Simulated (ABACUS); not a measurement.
The system is KF (Carobbiite).

```
K F
1.0
     0.00000    2.67185    2.67185
     2.67185    0.00000    2.67185
     2.67185    2.67185    0.00000
K F
1 1
Cartesian
  0.0000 0.0000 0.0000
  2.6719 2.6719 2.6719
```

| Quantity | Value |
| --- | --- |
| Program | ABACUS 3.10.1 |
| Task | single point |
| Functional | PBE |
| Potentials or basis | PseudoDojo NC SR 0.4.1 PBE standard |
| Cutoff | 1143 eV |
| Density cutoff | 4572 eV |
| Basis | plane waves |
| k mesh | 9 × 9 × 9 |
| Occupations | fermi-dirac, width 0.05 eV |
| Spin | no spin polarisation |

On this cell: pressure 1.3 GPa; largest force zero by symmetry; band gap on the k mesh 6.20 eV, direct.

The same run follows on a disturbed copy (atoms moved at random, drawn with an rms of 0.05 Å):

```
K F
1.0
     0.00000    2.67185    2.67185
     2.67185    0.00000    2.67185
     2.67185    2.67185    0.00000
K F
1 1
Cartesian
  -0.0248 0.0277 -0.0214
  2.6824 2.7193 2.6379
```

Problem. What changes?

Solution. The energy moves by +0.7 meV/atom; pressure 1.3 GPa; largest force 0.067 eV/Å; band gap on the k mesh 6.20 eV, direct.

Forces in eV/Å, atoms in the order of the input:
```
K    0.056  0.031 -0.020
F   -0.056 -0.031  0.020
```

Caveats: an odd mesh through Γ misses points on the zone boundary, where band edges often lie.
